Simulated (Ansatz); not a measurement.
# ZnO: the cell at several levels of theory

An exercise on one series of results from a longer session: the logs are not shown, and one member is left open.

Code: Ansatz 0.2.0. PAW datasets, plane waves, zero pressure. Computed at 0 K without zero-point motion; spin polarisation is off.

## The cell

Space group P6_3mc (No. 186), hexagonal; a = 3.249 Å, c = 5.206 Å in the conventional setting, 11.90 Å³ an atom. Around Zn lie 4 O at 1.97–1.98 Å; around O lie 4 Zn at 1.97–1.98 Å.

Coordinates:

```
Zn O
1.0
     3.24931    0.00000    0.00000
    -1.62465    2.81398    0.00000
     0.00000    0.00000    5.20571
Zn O
2 2
Cartesian
  0.0000 1.8760 2.6029
  1.6247 0.9380 0.0000
  1.6247 0.9380 1.9730
  0.0000 1.8760 4.5759
```

Set-up of the first run:

input.yaml

```yaml
crystal:
  lattice:
    - [3.249308, 0.0, 0.0]
    - [-1.624654, 2.8139832727, 0.0]
    - [0.0, 0.0, 5.205709]
  atoms:
    - { symbol: Zn, position: [0.3333333333, 0.6666666667, 0.5] }
    - { symbol: Zn, position: [0.6666666667, 0.3333333333, 0.0] }
    - { symbol: O, position: [0.6666666667, 0.3333333333, 0.37901] }
    - { symbol: O, position: [0.3333333333, 0.6666666667, 0.87901] }
kpoints:
  mp_grid: { grid: [12, 12, 4] }
hamiltonian:
  xc: pbe
scf:
  occupations: { method: fermi_dirac, width: 0.02 }
relax:
  f_tol: 0.005
  cell: {}
output:
  write_density: true
  write_potential: true
  elf: true
  volumetric_format: npy
```

Started as:

```console
$ ansatz run input.yaml --threads 2 --pin off --max-ram 2211MiB --backend cpu --events-out ev --progress --plain --runs-dir out
```

Among the steps run: PBE: cell and atoms; Relaxing with r2SCAN; Relaxing with PBEsol; Relaxation with LDA; Relaxing with HSE06.

One table of the session follows, with a row left open; its other results are not shown here.

| level | a (Å) | c (Å) | volume (Å³/atom) |
| --- | --- | --- | --- |
| PBE | 3.280 | 5.293 | 12.326 |
| r2SCAN | 3.235 | 5.211 | 11.809 |
| PBEsol | ? | ? | ? |
| LDA | 3.187 | 5.153 | 11.332 |
| HSE06 | 3.250 | 5.222 | 11.942 |

Estimate the missing values for PBEsol.

The run gave: a (Å): 3.231; c (Å): 5.213; volume (Å³/atom): 11.779. In the column «a (Å)» it lies between LDA (3.187) and r2SCAN (3.235).

What this shows: From the start to the first minimum the volume moved by +3.6 %. LDA gives the smallest cell and PBE the largest; they differ by 8.8 % in volume, a mean of 2.8 % in length. The measured volume is 11.90 Å³/atom at 298 K (Crystallography Open Database); HSE06 comes nearest (+0.4 %), and PBE is off by +3.6 %. The calculation is for a static lattice, without the thermal expansion and zero-point motion that a measured cell holds. The meshes differ: PBE 12×12×4, r2SCAN 12×12×4, PBEsol 12×12×4, LDA 12×12×4, HSE06 6×6×4.
